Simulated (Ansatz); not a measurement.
The cell comes from COD entry 9017843, which wasn't checked; take it as a given geometry.

An input for Os: DFT, PBE, all-electron PAW with datasets made for the crystal, scalar-relativistic (Ansatz 0.2.0).

```yaml
crystal:
  lattice:
    - [2.7340999755, 0.0, 0.0]
    - [-1.3670499878, 2.3678000353, 0.0]
    - [0.0, 0.0, 4.3197]
  atoms:
    - { symbol: Os, position: [0.3333333333, 0.6666666667, 0.25] }
    - { symbol: Os, position: [0.6666666667, 0.3333333333, 0.75] }
kpoints:
  mp_grid: { grid: [17, 17, 10] }
  band_path:
    path:
      - [0.0, 0.0, 0.0]
      - [0.5, 0.0, 0.0]
      - [0.3333333333, 0.3333333333, 0.0]
      - [0.0, 0.0, 0.0]
      - [0.0, 0.0, 0.5]
      - [0.5, 0.0, 0.5]
      - [0.3333333333, 0.3333333333, 0.5]
      - [0.0, 0.0, 0.5]
      - [0.5, 0.0, 0.5]
    npoints: 8
scf:
  occupations: { method: fermi_dirac, width: 0.08 }
hamiltonian:
  xc: pbe
  pseudopotentials: { kind: all_electron, datasets: crystal }
output:
  forces: true
  stress: true
  eigenvalues: true
  efg: { contact_densities: true }
```

Set-up and iterations as logged by Ansatz (the results part is left out, to be predicted):

```
hamiltonian.pseudopotentials.datasets: crystal makes datasets for this crystal and solves the spheres of its atoms anew in each pass: cutoff 320.0 eV, the density's 1280.0 eV; for an error of 0.50 meV an atom under PBE, 1.0 meV for the cell; an energy difference from a run of another recipe may be off by several times the error for the cell, under r2SCAN by more, where some 0.1 meV an atom stays at smaller errors; Os in spheres of 1.334 Å, 8 of its electrons in bands, 22 on its site; only band paths and densities of states list, in semicore columns, the levels of the semicore shells that are solved separately: 4f of Os, 5s of Os, 5p of Os
band count auto-derived: 13 (N_el = 16.0; filled up to band 8; 12 by the electrons, moments and atoms)
Engine: ansatz 0.2.0
Pseudopotentials: kind: all_electron
Pseudopotential: Os, paw, valence charge 30, recommended cutoff 320 eV (normal), Koelling and Harmon's equation, gaussian nucleus
Functional definition: PBE
  parameter kappa = 0.804
  parameter beta = 0.06672455060314922
  exchange = pbe_x(kappa = kappa, mu = beta*pi^2/3)
  correlation = pbe_c(beta = beta)
Crystal: 2 atoms, lattice volume = 27.965 Å³
Basis set: ecut = 320 eV, 373 PW (Γ), exchange–correlation on 32×32×54 points (8 copies of the dense FFT grid, shifted against one another)
Bands: 13, of which v1, the nominal top of the filled ones, is band 8 counted from 1 (7 counted from 0)
Symmetry: 24 space group operations
Space group: P63/mmc (ITA 194), of the structure as read, at distance tolerance 3.0e-5 Å
k-points: 198 of 2890
Non-local potential: Os, projectors of the file, l = 0: 1, l = 1: 1, l = 2: 2
PAW form: soft (Blöchl's): semilocal exchange-correlation on the pseudo side does not see the compensation charge
PAW one-centre angular grid: Os, 590 points (default); XC on its mesh's 1807 points in the sphere
Initial density: superposition of atomic densities (neutral atoms: chi_scale 0, normalization atom)
Initial wavefunctions: pseudopotential atomic-orbital guess
Functional: x = pbe(κ = 0.804, μ = 0.2195149727645171), c = pbe(β = 0.06672455060314922)
iter 1 solved again at ethr=2.98e-2 eV; its pass at ethr=1.00e-1 eV (dr2=4.76e0 eV) is discarded
SCF iter   1: F=—  HF=-938853.315990 eV  |F-HF|=—  |Δ(HF+E_count)|=         —  Δρ=1.35e-1  dr2=4.99e0  ethr=2.98e-2  ⟨swp⟩=2.1  Hψ=15287  notcnv=0
SCF iter   2: F=—  HF=-938852.510898 eV  |F-HF|=—  |Δ(HF+E_count)|=   8.05e-1  Δρ=8.06e-2  dr2=1.81e0  ethr=2.98e-2  ⟨swp⟩=2.0  Hψ=5148  notcnv=0
iter 3 solved again at ethr=7.82e-4 eV; its pass at ethr=1.13e-2 eV (dr2=1.25e-1 eV) is discarded
SCF iter   3: F=—  HF=-938851.791553 eV  |F-HF|=—  |Δ(HF+E_count)|=   7.19e-1  Δρ=2.21e-2  dr2=1.27e-1  ethr=7.82e-4  ⟨swp⟩=2.1  Hψ=11969  notcnv=0  defer=2
SCF iter   4: F=—  HF=-938851.820984 eV  |F-HF|=—  |Δ(HF+E_count)|=   2.94e-2  Δρ=4.50e-3  dr2=5.07e-3  ethr=7.82e-4  ⟨swp⟩=2.5  Hψ=5282  notcnv=0
SCF iter   5: F=—  HF=-938851.822686 eV  |F-HF|=—  |Δ(HF+E_count)|=   1.70e-3  Δρ=2.74e-4  dr2=1.24e-5  ethr=3.17e-5  ⟨swp⟩=3.0  Hψ=6940  notcnv=0
SCF iter   6: F=—  HF=-938851.823389 eV  |F-HF|=—  |Δ(HF+E_count)|=   7.04e-4  Δρ=1.23e-4  dr2=1.92e-6  ethr=7.73e-8  ⟨swp⟩=3.0  Hψ=8134  notcnv=0
SCF iter   7: F=—  HF=-938851.823390 eV  |F-HF|=—  |Δ(HF+E_count)|=   3.50e-7  Δρ=4.53e-5  dr2=4.21e-7  ethr=1.20e-8  ⟨swp⟩=3.0  Hψ=4805  notcnv=0
SCF iter   8: F=-938851.823390 eV  HF=-938851.823390 eV  |F-HF|=1.84e-8  |Δ(HF+E_count)|=   1.72e-7  Δρ=1.02e-5  dr2=2.37e-8  ethr=2.63e-9  ⟨swp⟩=2.0  Hψ=4266  notcnv=0
```

**Question.** What pressure will this run report?

**Answer.** 8.76 GPa (positive in compression).

**Question.** Is there a band gap?

**Answer.** none: bands cross the Fermi level, a metal.
